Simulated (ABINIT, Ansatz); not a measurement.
# Quasiparticle gap of BN (Qingsongite) in ABINIT

How does a plane-wave GW calculation on BN (Qingsongite) run from the first input to the gap?

Calculated with ABINIT 10.8.3; PBE and many-body steps on it, plane waves.

Most raw output is cut from this account.

### Step 1. The starting structure

The structure is cubic, space group F-43m (No. 216). Conventional cell: a = 3.615 Å, b = 3.615 Å, c = 3.615 Å, α = 90.00°, β = 90.00°, γ = 90.00°. Nearest to B lie 4 N at 1.57 Å. Nearest to N lie 4 B at 1.57 Å. Farther neighbours and most contacts between anions are not listed.

The cell and positions come from the Crystallography Open Database and are kept as given unless a step says otherwise.

### Step 2. Ground state

This step: ABINIT 10.8.3; DFT, PBE, plane waves, norm-conserving pseudopotentials.

The ground-state density comes first.

Input file run.abi:

```
acell 3*1.0 Angstrom
rprim 
  -0.000000000000 1.807500000000 1.807500000000
  1.807500000000 0.000000000000 1.807500000000
  1.807500000000 1.807500000000 -0.000000000000
ntypat 2
znucl 5 7
natom 2
typat 1 2
xred 
  0.000000000000 0.000000000000 0.000000000000
  0.250000000000 0.250000000000 0.250000000000
pp_dirpath "pseudos"
pseudos "B.upf, N.upf"
ecut 36
ngkpt 10 10 10
nshiftk 1
shiftk 0 0 0
kptopt 1
chksymbreak 0
nband 9
occopt 1
tolvrs 1e-10
nstep 60
prtwf 0
optforces 0
optstress 0
indata_prefix "in"
outdata_prefix "out"
tmpdata_prefix "tmp"
```

On the command line:

```
> OMP_NUM_THREADS=1 mpirun -n 4 abinit run.abi > log
```

Elapsed: 4 s, on 4 MPI ranks of Arm Neoverse V2, shared host; peak memory 0.26 GiB; 16 s of CPU time.

This step gave:

- total energy: -364.7007 eV
- gap: 4.535 eV
- k of the valence top: 0, 0, 0
- k of the conduction bottom: 0.5, 0.5, 0
- least direct gap: 8.878 eV

The gap is indirect, with the least direct gap 4.34 eV higher.

### Step 3. Bands along the symmetry lines

The cheap functional maps the bands first; the places of the edges decide which points the dearer methods must see.

Input file run.abi:

```
acell 3*1.0 Angstrom
rprim 
  -0.000000000000 1.807500000000 1.807500000000
  1.807500000000 0.000000000000 1.807500000000
  1.807500000000 1.807500000000 -0.000000000000
ntypat 2
znucl 5 7
natom 2
typat 1 2
xred 
  0.000000000000 0.000000000000 0.000000000000
  0.250000000000 0.250000000000 0.250000000000
pp_dirpath "pseudos"
pseudos "B.upf, N.upf"
ecut 36
iscf -2
irdden 1
kptopt 0
nkpt 50
kpt 
  0.00000000 0.00000000 0.00000000
  -0.06250000 -0.06250000 0.00000000
  -0.12500000 -0.12500000 0.00000000
  -0.18750000 -0.18750000 0.00000000
  -0.25000000 -0.25000000 0.00000000
  -0.31250000 -0.31250000 0.00000000
  -0.37500000 -0.37500000 0.00000000
  -0.43750000 -0.43750000 0.00000000
  -0.50000000 -0.50000000 0.00000000
  -0.48437500 -0.48437500 0.03125000
  -0.46875000 -0.46875000 0.06250000
  -0.45312500 -0.45312500 0.09375000
  -0.43750000 -0.43750000 0.12500000
  -0.42187500 -0.42187500 0.15625000
  -0.40625000 -0.40625000 0.18750000
  -0.39062500 -0.39062500 0.21875000
  -0.37500000 -0.37500000 0.25000000
  -0.37500000 0.00000000 0.37500000
  -0.32812500 0.00000000 0.32812500
  -0.28125000 0.00000000 0.28125000
  -0.23437500 0.00000000 0.23437500
  -0.18750000 0.00000000 0.18750000
  -0.14062500 0.00000000 0.14062500
  -0.09375000 0.00000000 0.09375000
  -0.04687500 0.00000000 0.04687500
  0.00000000 0.00000000 0.00000000
  0.00000000 0.00000000 0.06250000
  0.00000000 0.00000000 0.12500000
  0.00000000 0.00000000 0.18750000
  0.00000000 0.00000000 0.25000000
  0.00000000 0.00000000 0.31250000
  0.00000000 0.00000000 0.37500000
  0.00000000 0.00000000 0.43750000
  -0.00000000 -0.00000000 0.50000000
  -0.06250000 -0.03125000 0.46875000
  -0.12500000 -0.06250000 0.43750000
  -0.18750000 -0.09375000 0.40625000
  -0.25000000 -0.12500000 0.37500000
  -0.31250000 -0.15625000 0.34375000
  -0.37500000 -0.18750000 0.31250000
  -0.43750000 -0.21875000 0.28125000
  -0.50000000 -0.25000000 0.25000000
  -0.50000000 -0.28125000 0.21875000
  -0.50000000 -0.31250000 0.18750000
  -0.50000000 -0.34375000 0.15625000
  -0.50000000 -0.37500000 0.12500000
  -0.50000000 -0.40625000 0.09375000
  -0.50000000 -0.43750000 0.06250000
  -0.50000000 -0.46875000 0.03125000
  -0.50000000 -0.50000000 0.00000000
istwfk *1
nband 11
nbdbuf 2
tolwfr 1e-08
nstep 40
prtwf 0
prtvol 0
indata_prefix "in"
outdata_prefix "out"
tmpdata_prefix "tmp"
```

Run time: 3 s. Hardware: 4 MPI ranks; peak memory 0.23 GiB; 12 s of CPU time.

This step gave:

- gap: 4.535 eV
- k of the valence top: 0, 0, 0
- k of the conduction bottom: -0.5, -0.5, 0
- least direct gap: 8.878 eV

The gap is 4.535 eV, as in the run before at this level.

The electronic bands at the labelled points (eV, zero at the top of the highest filled band; v1 is the highest filled band, c1 the lowest empty one):

| point | v4 | v3 | v2 | v1 | c1 | c2 | c3 | c4 |
| --- | --- | --- | --- | --- | --- | --- | --- | --- |
| Γ | -20.21 | 0.00 | 0.00 | 0.00 | 8.88 | 8.88 | 8.88 | 10.37 |
| halfway | -18.25 | -3.97 | -3.01 | -3.01 | 6.86 | 11.62 | 13.48 | 13.48 |
| X | -14.62 | -8.91 | -4.91 | -4.91 | 4.54 | 9.34 | 17.91 | 17.91 |
| halfway | -14.55 | -8.69 | -5.96 | -4.69 | 5.49 | 10.28 | 17.32 | 17.54 |
| U | -14.54 | -8.12 | -7.66 | -4.08 | 6.98 | 12.95 | 15.84 | 16.68 |
| jump to K | -14.54 | -8.12 | -7.66 | -4.08 | 6.98 | 12.95 | 15.84 | 16.68 |
| halfway | -18.03 | -5.73 | -3.91 | -1.12 | 10.71 | 10.76 | 11.24 | 13.58 |
| Γ | -20.21 | 0.00 | 0.00 | 0.00 | 8.88 | 8.88 | 8.88 | 10.37 |
| halfway | -18.73 | -5.47 | -1.13 | -1.13 | 9.70 | 10.40 | 10.40 | 13.57 |
| L | -15.99 | -10.68 | -1.94 | -1.94 | 10.21 | 10.78 | 10.78 | 15.26 |
| halfway | -15.29 | -9.69 | -4.82 | -3.45 | 9.66 | 11.24 | 14.40 | 15.79 |
| W | -14.31 | -7.58 | -6.96 | -6.50 | 9.65 | 13.35 | 14.61 | 14.69 |
| halfway | -14.47 | -8.49 | -5.77 | -5.71 | 6.58 | 11.00 | 16.25 | 17.43 |
| X | -14.62 | -8.91 | -4.91 | -4.91 | 4.54 | 9.34 | 17.91 | 17.91 |

### Step 4. Empty states on the mesh, 8×8×8 mesh, 226 bands

The sums over transitions need many empty states on a uniform mesh; this step solves for them.

Input file run.abi:

```
acell 3*1.0 Angstrom
rprim 
  -0.000000000000 1.807500000000 1.807500000000
  1.807500000000 0.000000000000 1.807500000000
  1.807500000000 1.807500000000 -0.000000000000
ntypat 2
znucl 5 7
natom 2
typat 1 2
xred 
  0.000000000000 0.000000000000 0.000000000000
  0.250000000000 0.250000000000 0.250000000000
pp_dirpath "pseudos"
pseudos "B.upf, N.upf"
ecut 36
ngkpt 8 8 8
nshiftk 1
shiftk 0 0 0
kptopt 1
chksymbreak 0
irdden 1
istwfk *1
nband 226
prtvol 0
optdriver 6
gwr_task "HDIAGO"
paral_kgb 0
occopt 1
indata_prefix "in"
outdata_prefix "out"
tmpdata_prefix "tmp"
```

Elapsed: 7.7 s, on 4 MPI ranks; peak memory 0.35 GiB; 30 s of CPU time.

This step gave:

| Property | Result |
| --- | --- |
| gap | 4.535 eV |
| k of the valence top | 0, 0, 0 |
| k of the conduction bottom | 0.5, 0.5, 0 |
| least direct gap | 8.878 eV |
| k points computed | 29 |
| lowest point of the top converged band, above the valence top | 374.1121 eV |

On this mesh the gap is 4.535 eV.

### Step 5. Screening, 8×8×8 mesh, 218 bands, screening to 435.4 eV

The RPA dielectric matrix is built and inverted for each q.

This step: RPA screening on PBE, plane waves, norm-conserving pseudopotentials.

run.abi, as its differences from that of step 4:

```diff
@@ -20,10 +20,11 @@
 chksymbreak 0
-irdden 1
 istwfk *1
-nband 226
-prtvol 0
-optdriver 6
-gwr_task "HDIAGO"
-paral_kgb 0
 occopt 1
+irdwfk 1
+optdriver 3
+nband 218
+ecuteps 16
+inclvkb 2
+awtr 1
+symchi 1
 indata_prefix "in"
```

Elapsed: 7.8 min, on 4 MPI ranks; peak memory 2.2 GiB.

Numbers from this step:

| Item | Value |
| --- | --- |
| ε∞ with local fields, on this mesh, along the program's q direction | 4.308 |
| the same without local fields | 4.661 |
| plasma frequency | 30.56 eV |
| plane waves in the screening matrix | 259 |

Local fields lower ε∞ by 8 %.

### Step 6. Self-energy, 8×8×8 mesh, 218 bands, screening to 435.4 eV

The self-energy is evaluated for the states that the input lists, and the levels follow from it, in one-shot runs by the linearised quasiparticle equation.

This step: G0W0 on PBE, plane waves, norm-conserving pseudopotentials.

run.abi, as its differences from that of step 5:

```diff
@@ -23,8 +23,17 @@
 irdwfk 1
-optdriver 3
+optdriver 4
 nband 218
+gwcalctyp 0
+ecutsigx 36
+symsigma 1
+nkptgw 2
+kptgw 
+  0.0000000000 0.0000000000 0.0000000000
+  0.5000000000 0.5000000000 0.0000000000
+bdgw 
+  2 7
+  3 6
 ecuteps 16
-inclvkb 2
-awtr 1
-symchi 1
+irdscr 1
+ppmodel 1
 indata_prefix "in"
```

Wall time 61 s (4 MPI ranks); peak memory 2.2 GiB; 4.1 min of CPU time.

This step gave:

| Item | Value |
| --- | --- |
| G0W0 gap on the points computed | 6.134 eV |
| starting gap on the mesh | 4.535 eV |
| k of the valence top | 0, 0, 0 |
| k of the conduction bottom | 0.5, 0.5, 0 |
| Z at the valence top | 0.826 |
| Z at the conduction bottom | 0.854 |
| least direct G0W0 gap on the computed points | 11.04 eV |

The gap on the mesh goes from 4.53 eV to 6.13 eV, a correction of +1.60 eV.

Limits: finite bands, cutoff and mesh. v1 is the top filled band, c1 the lowest empty one. Levels before and after the correction, in eV, zero at the valence-band top of each column:

|  | conduction bottom | valence top |
| --- | --- | --- |
| Kohn-Sham | 4.53 | 0.00 |
| G0W0 | 6.13 | 0.00 |

|  | level | energy (eV) |
| --- | --- | --- |
| Kohn-Sham | Γ v3-v1 | 0.000 |
| Kohn-Sham | Γ c1-c3 | 8.878 |
| Kohn-Sham | (0.5 0.5 0) v2-v1 | -4.907 |
| Kohn-Sham | (0.5 0.5 0) c1 | 4.535 |
| Kohn-Sham | (0.5 0.5 0) c2 | 9.342 |
| G0W0 | Γ v3-v1 | 0.000 |
| G0W0 | Γ c1-c3 | 11.038 |
| G0W0 | (0.5 0.5 0) v2-v1 | -5.324 |
| G0W0 | (0.5 0.5 0) c1 | 6.134 |
| G0W0 | (0.5 0.5 0) c2 | 11.069 |

### Step 7. Where the time went

Times are wall times on 4 MPI ranks of Arm Neoverse V2, shared host, good to a factor of about two.

| step | time | share | memory (GiB) |
| --- | --- | --- | --- |
| ground state | 4 s | 1 % | 0.26 |
| bands along the symmetry lines | 3 s | 1 % | 0.23 |
| empty states on the mesh | 7.7 s | 1 % | 0.35 |
| screening | 7.8 min | 86 % | 2.2 |
| self-energy | 61 s | 11 % | 2.2 |

### Step 8. Summary of results

```json
{
 "PBE gap": "4.54 eV, indirect",
 "G0W0 gap on the mesh": "6.13 eV",
 "GW settings": "8×8×8 mesh, 218 bands, screening to 435.4 eV, Godby-Needs plasmon pole",
 "known limits": "not at the basis limit"
}
```

In words: G0W0 moves the gap on the mesh from 4.53 eV to 6.13 eV (+1.60 eV), with Z of 0.83 and 0.85 at the edges. Local fields lower the RPA ε∞ on this mesh from 4.66 to 4.31. Only 2 of the mesh's irreducible points were corrected, so a valley elsewhere could overtake. The dearest step here is «screening». Bands and cutoff are finite, so the gap is not at the basis limit. The miss can reach some tenths of an eV and take either sign; the mesh is an error of its own. In the G0W0 run levels were corrected at 2 k points alone, so a gap called «on the mesh» is the least over those, and an edge elsewhere would be missed.

[Paths, hosts, dates, memory and timing lines, banners, echoed tables and standing remarks are left out of the program output.]

[Logs are printed without paths, hosts, clocks, repeated set-up lines and the standing remarks that a program may print on its own settings, such as how far it seeks lower states.]

[Runs of the session that timed out or met a known fault of the program may be left out.]

[Hosts, paths, dates, database ids (printed as entryN), source tags and the programs' standing remarks are cut or masked in the printed files.]

[G0W0 gaps are taken among the corrected bands and points alone; a level outside them can change the order at an edge.]

[Where Ansatz stands beside ABINIT at settings called matched, ABINIT's density can come from a denser mesh and the files from another edition; pairs whose starting gaps differed by over 0.03 eV were left out, so agreement reads better than it is.]
